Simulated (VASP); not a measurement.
Wanted: the native input for a VASP 6.6.1 run.

```
Task                   : density of states
Functional             : optB86b-vdW
Potentials or basis    : VASP PAW PBE potentials, release 64 (Ti_sv, O_h)
Cutoff                 : 900 eV
k mesh                 : 10 × 10 × 6
Occupations            : gaussian, width 0.1 eV
Spin                   : no spin polarisation
k mesh for the DOS     : 15 × 15 × 9
Further INCAR settings : ALGO = Normal; EDIFF = 1e-06
```

Crystal: Ti2O.

```
Ti O
1.0
     2.91940    0.00000    0.00000
    -1.45970    2.52827    0.00000
     0.00000    0.00000    4.71300
Ti O
2 1
Cartesian
  0.0000 1.6855 3.3993
  1.4597 0.8428 1.3137
  0.0000 0.0000 0.0000
```

The input as run:

POSCAR

```
Ti2O
1.0
    2.9194000000      0.0000000000      0.0000000000
   -1.4597000000      2.5282745638      0.0000000000
    0.0000000000      0.0000000000      4.7130000000
Ti O
2 1
Direct
    0.3333333333      0.6666666667      0.7212600000
    0.6666666667      0.3333333333      0.2787400000
    0.0000000000      0.0000000000      0.0000000000
```

INCAR.step1

```
PREC = Accurate
ENCUT = 900
EDIFF = 1E-6
ISMEAR = 0
SIGMA = 0.1
LREAL = F
LASPH = T
NELM = 80
ALGO = Normal
ISIF = 2
LWAVE = F
LCHARG = T
LMAXMIX = 4
GGA = MK
LUSE_VDW = T
AGGAC = 0.0
PARAM1 = 0.1234
PARAM2 = 1.0
```

KPOINTS.step1

```
Automatic mesh
0
Gamma
  10 10 6
```

INCAR.step2

```
PREC = Accurate
ENCUT = 900
EDIFF = 1E-6
ISMEAR = -5
SIGMA = 0.1
LREAL = F
LASPH = T
NELM = 80
ALGO = Normal
ISIF = 2
LWAVE = F
LCHARG = F
LMAXMIX = 4
GGA = MK
LUSE_VDW = T
AGGAC = 0.0
PARAM1 = 0.1234
PARAM2 = 1.0
LORBIT = 11
NEDOS = 2001
ICHARG = 11
```

KPOINTS.step2

```
Automatic mesh
0
Gamma
  15 15 9
```

Potentials or basis: VASP PAW PBE potentials, release 64 (Ti_sv, O_h).

Command:

```bash
$ cat potpaw_PBE.64/Ti_sv/POTCAR potpaw_PBE.64/O_h/POTCAR > POTCAR
$ cp INCAR.step1 INCAR
$ cp KPOINTS.step1 KPOINTS
$ mpirun -np 1 vasp_std > vasp.out
$ cp INCAR.step2 INCAR
$ cp KPOINTS.step2 KPOINTS
$ mpirun -np 1 vasp_std > vasp.out
```

It gave:

```
Valence electrons inside the program's atomic spheres : Ti 10.37; O 3.38
```

Caveat: semilocal functionals often make such compounds metallic where correlation or magnetic order opens a gap, which also shifts bond lengths.

Wall time 3.2 min on 1 thread of AMD EPYC 9R45 (Zen 5), on a shared host, peak memory 0.63 GiB.
